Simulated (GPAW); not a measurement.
## Ca in GPAW: convergence with plane-wave cutoff (eV)

Input of the first run (plane-wave cutoff (eV) 200); the others differ in this setting and in those tied to it:

File run.py:

```python
from ase.dft.bandgap import bandgap
from ase.io import read, write
from ase.units import GPa
from gpaw import GPAW, PW, setup_paths

setup_paths.insert(0, '.')

atoms = read('POSCAR')

calc = GPAW(mode=PW(200),
            xc='PBE',
            kpts={'size': (7, 7, 7), 'gamma': True},
            occupations={'name': 'fermi-dirac', 'width': 0.05},
            setups={'Ca': 'jth'},
            nbands=-7,
            convergence={'density': 1e-05, 'energy': 1e-05},
            maxiter=100,
            txt='gpaw.txt')
atoms.calc = calc
energy = atoms.get_potential_energy()
forces = atoms.get_forces()
stress = atoms.get_stress()
calc.write('gs.gpw')
write('result.traj', atoms)
print(f'Energy: {energy:.6f} eV')
print('Forces (eV/A):')
print(forces.round(4))
print('Stress (GPa):', (stress / GPa).round(3))
print('Fermi level:', round(calc.get_fermi_level(), 4), 'eV')
print(f'Gap: {bandgap(calc)[0]:.4f} eV, direct: {bandgap(calc, direct=True)[0]:.4f} eV')
```

POSCAR

```
Ca
1.0
   -2.0964874600      2.1017318100      2.4453524600
    2.0964874600     -2.1017318100      2.4453524600
    2.0964874600      2.1017318100     -2.4453524600
Ca
1
Direct
    0.5000000000      0.5000000000      0.0000000000
```

Potentials or basis: JTH PAW 2.0, PBE, pw.

Launch:

```sh
$ OMP_NUM_THREADS=1 python run.py
```

This isn't the form of Ca at room conditions, which is fcc.

Hardware: 1 thread of Arm Neoverse V1, on a shared host.

Question: The values tried are 200, 250, 300, 350, 400, 500, 600, 800, 1000, loosest first. From which on does the pressure stay within 0.1 GPa of the tightest run that finished?

Answer: From 600 on.

```
plane-wave cutoff (eV)  energy less the tightest run, at zero smearing (meV/atom)  pressure (GPa)  SCF cycles  CPU time (s)  peak memory (GiB)
                   200                                                    1815.83          -36.96           8           5.8               0.12
                   250                                                     225.29           -5.46           8           7.1               0.12
                   300                                                      89.68           -0.56           8           7.3               0.13
                   350                                                      79.79           -0.73           8            12               0.13
                   400                                                      51.50           -0.98           8            12               0.14
                   500                                                       9.31           -0.59           8            11               0.15
                   600                                                       3.68           -0.37           8            21               0.16
                   800                                                       0.78           -0.39           8            30               0.19
                  1000                                                       0.00           -0.36           8            40               0.22
```

Against the tightest run, the energy stays within 1 meV/atom from 800 on. The tightest run that finished is the yardstick and may itself not be fully converged.

Caveat, for the tightest run too: the program truncates these outside data sets.
